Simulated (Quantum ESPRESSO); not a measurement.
The system is ZrS.

```xyz
2
Lattice="0.0000 2.6250 2.6250 2.6250 0.0000 2.6250 2.6250 2.6250 0.0000" Properties=species:S:1:pos:R:3 pbc="T T T"
Zr    0.0000    0.0000    0.0000
S     2.6250    2.6250    2.6250
```

Base run:

```yaml
Program: Quantum ESPRESSO 7.5
Functional: PBEsol
Potentials_or_basis: GBRV 1.5 PBEsol
Cutoff: 612 eV
Density_cutoff: 4898 eV
k_mesh: 9 × 9 × 9
Occupations: fermi-dirac, width 0.05 eV
Spin: no spin polarisation
Hubbard_terms: Zr d U = 8 eV
```

Its results: band gap on the k mesh none (metal or under the smearing width); pressure 3.4 GPa.

Task: The run is repeated on the same cell with these changes: hubbard terms from Zr d U = 8 eV to Zr d U = 4 eV. What comes out?

Result: Band gap on the k mesh none (metal or under the smearing width); pressure -2.1 GPa.

Caveats: U without spin polarisation on a metal has little footing.

Not every run made on this cell is shown here.
